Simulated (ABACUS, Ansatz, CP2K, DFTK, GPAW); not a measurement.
**Cost and result for the equilibrium volume of LiCl**

It takes space group Fm-3m (No. 225, cubic). The conventional cell has a = 5.130 Å, b = 5.130 Å, c = 5.130 Å, α = 90.00°, β = 90.00°, γ = 90.00°. Cl (site symmetry m-3m) is surrounded by 6 Li at 2.56 Å. Li (site symmetry m-3m) is surrounded by 6 Cl at 2.56 Å.

| rung | level | program and potentials | cutoff (eV) | k mesh | smearing | task | core time | chip | equilibrium volume (Å³/atom) | notes |
| --- | --- | --- | --- | --- | --- | --- | --- | --- | --- | --- |
| LDA | LDA | Ansatz, all-electron LAPW, scalar-relativistic | - | 9 × 9 × 9 | fermi-dirac 0.05 | relaxation of cell and atoms | 5.5 s | Arm Neoverse V2 | 15.30 | - |
| GGA + dispersion | BLYP+D4 | Ansatz, all-electron LAPW, scalar-relativistic | - | 9 × 9 × 9 | fermi-dirac 0.05 | relaxation of cell and atoms | 5.6 s | Arm Neoverse V2 | 16.61 | - |
| GGA + dispersion | revPBE+D4 | Ansatz, all-electron LAPW, scalar-relativistic | - | 9 × 9 × 9 | fermi-dirac 0.05 | relaxation of cell and atoms | 5.8 s | Arm Neoverse V2 | 16.56 | - |
| GGA + dispersion | revPBE+D3(BJ) | Ansatz, all-electron LAPW, scalar-relativistic | - | 9 × 9 × 9 | fermi-dirac 0.05 | relaxation of cell and atoms | 12 s | Intel Xeon Platinum 8259CL Skylake/Cascade Lake | 15.68 | - |
| GGA | PBEsol | GPAW, PAW data sets generated for this functional | 800 | 7 × 7 × 7 | fermi-dirac 0.05 | equation of state | 41 s | Arm Neoverse V2 | 16.29 | - |
| GGA | PBE | GPAW, PAW data sets generated for this functional | 800 | 7 × 7 × 7 | fermi-dirac 0.05 | equation of state | 41 s | Arm Neoverse V2 | 17.12 | - |
| GGA | SOGGA | GPAW, PAW data sets generated for this functional | 800 | 7 × 7 × 7 | fermi-dirac 0.05 | equation of state | 43 s | Arm Neoverse V2 | 16.17 | - |
| GGA + dispersion | PBE+D3(zero damping) | GPAW, GPAW PAW data sets (gpaw-data 1.2.1) | 800 | 7 × 7 × 7 | fermi-dirac 0.05 | equation of state | 47 s | Arm Neoverse V1 | 16.51 | - |
| GGA | revPBE | ABACUS, GBRV ultrasoft 1.5 PBE, plane waves | 544 | 7 × 7 × 7 | fermi-dirac 0.05 | relaxation of cell and atoms | 66 s | Intel Xeon 6975P-C Granite Rapids | 17.92 | potentials made for PBE |
| GGA | PBE | CP2K, POTENTIAL_UZH Cl GTH-PBE-q7, Li GTH-PBE-q3; TZVP-MOLOPT-PBE-GTH basis | - | 9 × 9 × 9 | fermi-dirac 0.05 | equation of state | 2 min | Arm Neoverse V1 | 17.17 | atomic basis |
| GGA | PBE | DFTK, PseudoDojo SR PBE 0.4.1 standard (PBE) | 1007 | 9 × 9 × 9 | fermi-dirac 0.05 | equation of state | 7.5 min | Intel Xeon Platinum 8375C Ice Lake | 17.08 | - |

Times are single runs on shared hosts and different chips, so they are rough; meshes, cutoffs and the tasks' sizes weigh on the time. All rows: no spin polarisation. Smearing widths are in eV. Meshes differ between rows, which moves values too. Meshes are those of the run's cell of 2 atoms unless a note names another. Relaxations start from the cell shown or near it and stop with a little pressure left. Runs on faulty files, with rough fits or with known faults for this quantity aren't shown. No row holds spin-orbit coupling.

By rung: LDA 15.30; GGA + dispersion 15.68 to 16.61; GGA 16.17 to 17.92; GGA in atomic bases 17.17 (Å³/atom).
